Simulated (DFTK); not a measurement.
# CoO (P-6m2) in DFTK: reference runs

Reference runs on CoO: the cell as given.

Program: DFTK 0.8.2. These are calculated values, not measurements. Logs are shortened: lines on timing, memory, paths and dates and some standing lists are left out, and cuts for length are marked.

### 1 The structure

It takes space group P-6m2 (No. 187, hexagonal). The conventional cell has a = 2.856 Å, b = 2.856 Å, c = 2.788 Å, α = 90.00°, β = 90.00°, γ = 120.00°. Co (site symmetry -6m2) has 6 O at 2.16 Å as nearest neighbours. O (site symmetry -6m2) is surrounded by 6 Co at 2.16 Å.

Measurements of this composition are mostly on another form, of space group No. 225.

### 2 Single point, PBE, collinear spin, ferromagnetic start

Input file run.jl:

```julia
using DFTK
using PseudoPotentialData
using Unitful, UnitfulAtomic
using LinearAlgebra, Printf
include("save.jl")
disable_threading()

# lattice vectors are the columns
lattice = austrip(1u"Å") * [    2.85629923    -1.42814961            0.0;
                      0.0     2.47362769            0.0;
                      0.0            0.0     2.78760653]
symbols   = [:Co, :O]
positions = [[0.0, 0.0, 0.0],
             [0.6666666667, 0.3333333333, 0.5]]
pseudopotentials = PseudoFamily("dojo.nc.sr.pbe.v0_4_1.standard.upf")
elements = Dict(s => ElementPsp(s, pseudopotentials) for s in unique(symbols))
atoms    = [elements[s] for s in symbols]
magnetic_moments = [2.0, 0.0]

build_model(lattice, positions; symmetries=true) =
    model_DFT(lattice, atoms, positions;
              functionals=PBE(),
              magnetic_moments,
              spin_polarization=:collinear,
              temperature=austrip(0.05u"eV"),
              smearing=Smearing.FermiDirac(),
              symmetries)
Ecut  = 48.0  # hartree
kgrid = [11, 11, 10]
tol   = 1e-6
to_GPa = ustrip(uconvert(u"GPa", 1u"hartree/bohr^3"))

model = build_model(lattice, positions)
basis = PlaneWaveBasis(model; Ecut, kgrid)
display(basis)
scfres = self_consistent_field(basis;
                               tol,
                               ρ=guess_density(basis, magnetic_moments),
                               nbandsalg=AdaptiveBands(model; n_bands_converge=17))
display(scfres.energies)
@printf "Fermi level: %.6f eV\n" ustrip(auconvert(u"eV", something(scfres.εF, NaN)))
forces = compute_forces_cart(scfres)
println("Forces (eV/Å)")
for (s, f) in zip(symbols, forces)
    @printf "%-3s %12.6f %12.6f %12.6f\n" s ustrip.(auconvert.(u"eV/Å", f))...
end
stress = compute_stresses_cart(scfres)
println("Stress (GPa)")
display(round.(stress * to_GPa; digits=4))
@printf "Total moment: %.4f μB\n" sum(spin_density(scfres.ρ)) * scfres.basis.dvol
println("Levels at the first k-point (eV): ", round.(ustrip.(auconvert.(u"eV", scfres.eigenvalues[1][1:scfres.n_bands_converge])); digits=4))
save_scf!(scfres; forces, stress)
```

Potentials or basis: dojo.nc.sr.pbe.v0_4_1.standard.upf (PBE).

The run is started by

```bash
$ julia --threads=1 run.jl  # save.jl only writes the numbers to a file and isn't shown; printed stress counts tension as positive; times include loading and compiling
```

Standard output:

```text
PlaneWaveBasis discretization:

    Ecut                 : 48.0 Ha
    fft_size             : (36, 36, 36), 46656 total points
    kgrid                : MonkhorstPack([11, 11, 10])
    num.   red. kpoints  : 1210
    num. irred. kpoints  : 156

    Discretized Model(gga_x_pbe+gga_c_pbe, 3D):
        lattice (in Bohr)    : [5.39762   , -2.69881  , 0         ]
                               [0         , 4.67448   , 0         ]
                               [0         , 0         , 5.26781   ]
        unit cell volume     : 132.91 Bohr³

        atoms                : CoO
        pseudopot. family    : PseudoFamily("dojo.nc.sr.pbe.v0_4_1.standard.upf")

        num. electrons       : 23
        spin polarization    : collinear
        temperature          : 0.0018375 Ha
        smearing             : DFTK.Smearing.FermiDirac()

        terms                : Kinetic()
                               AtomicLocal()
                               AtomicNonlocal()
                               Ewald(nothing)
                               PspCorrection()
                               Hartree()
                               Xc(gga_x_pbe, gga_c_pbe)
                               Entropy()
n     Energy            log10(ΔE)   log10(Δρ)   Magnet   |Magn|   Diag   Δtime
---   ---------------   ---------   ---------   ------   ------   ----   ------
  1   -169.4575559283                   -0.55    2.972    2.975    4.2    18.8s
  2   -169.5203161205       -1.20       -1.02    3.000    3.028    1.7    10.1s
  3   -169.5278774554       -2.12       -1.38    3.000    3.051    2.7    12.4s
  4   -169.5282944024       -3.38       -1.71    3.000    3.061    1.1    9.30s
  5   -169.5283334836       -4.41       -1.89    3.000    3.064    1.0    8.61s
  6   -169.5283558824       -4.65       -2.11    3.000    3.064    1.0    8.58s
  7   -169.5283663528       -4.98       -2.53    3.000    3.063    1.1    8.66s
[... 8 lines left out ...]
 16   -169.5283685607      -11.30       -5.83    3.000    3.063    1.2    8.92s
 17   -169.5283685607      -11.78       -6.42    3.000    3.063    1.7    9.88s
Energy breakdown (in Ha):
    Kinetic             79.1126522
    AtomicLocal         -140.2031872
    AtomicNonlocal      -21.6333354
    Ewald               -105.2252916
    PspCorrection       4.3160501
    Hartree             46.2989699
    Xc                  -32.1931742
    Entropy             -0.0010524

    total               -169.528368560734
Fermi level: 8.652361 eV
Forces (eV/Å)
Co      0.000003    -0.000001     0.000000
O      -0.000000    -0.000000     0.000000
Stress (GPa)
3×3 StaticArraysCore.SMatrix{3, 3, Float64, 9} with indices SOneTo(3)×SOneTo(3):
  7.0053  0.0     -0.0
  0.0     7.0053   0.0
 -0.0     0.0     11.7241
Total moment: 3.0000 μB
Levels at the first k-point (eV): [-88.3949, -51.9119, -51.6268, -51.6268, -11.5188, 3.8412, 3.8412, 4.3491, 4.9762, 5.5874, 5.5874, 7.5139, 7.5139, 9.087, 22.9215, 24.623, 24.623]
```

Run time: 5.6 min. Hardware: 1 thread of AMD EPYC 9R45 (Zen 5), shared host; peak memory 3.2 GiB.

What came out:

```yaml
Free_energy: -4613.1019 eV
Pressure: -8.6 GPa
Band_gap_on_the_k_mesh: none (metal or under the smearing width)
Net_moment: 3.00 μB per cell
Absolute_moment: 3.06 μB per cell
Site_moments: Co +2.57; O +0.43 μB
```

Stress tensor (GPa, compression positive):
```
 -7.01   0.00   0.00
  0.00  -7.01   0.00
  0.00   0.00 -11.72
```

Levels at points of the mesh, in eV from the Fermi level:
Spin up:
```tsv
k point	band 10	band 11	band 12	band 13	band 14	band 15	band 16	band 17
(0.00, 0.00, 0.00)	-3.07	-3.07	-1.14	-1.14	0.43	14.27	15.97	15.97
(0.00, 0.00, -0.50)	-3.33	-2.34	-1.35	-1.35	6.40	6.68	20.89	20.89
```
Spin down:
| k point | band 8 | band 9 | band 10 | band 11 | band 12 | band 13 |
| --- | --- | --- | --- | --- | --- | --- |
| (0.00, 0.00, 0.00) | -2.99 | -2.54 | 0.28 | 0.28 | 0.74 | 0.74 |
| (0.00, 0.00, -0.50) | -2.81 | -0.92 | -0.92 | -0.19 | 0.93 | 0.93 |

Caveat: a cell with one magnetic atom can't hold antiferromagnetic order, which such compounds often take; semilocal functionals often make such compounds metallic where correlation or magnetic order opens a gap, which also shifts bond lengths.
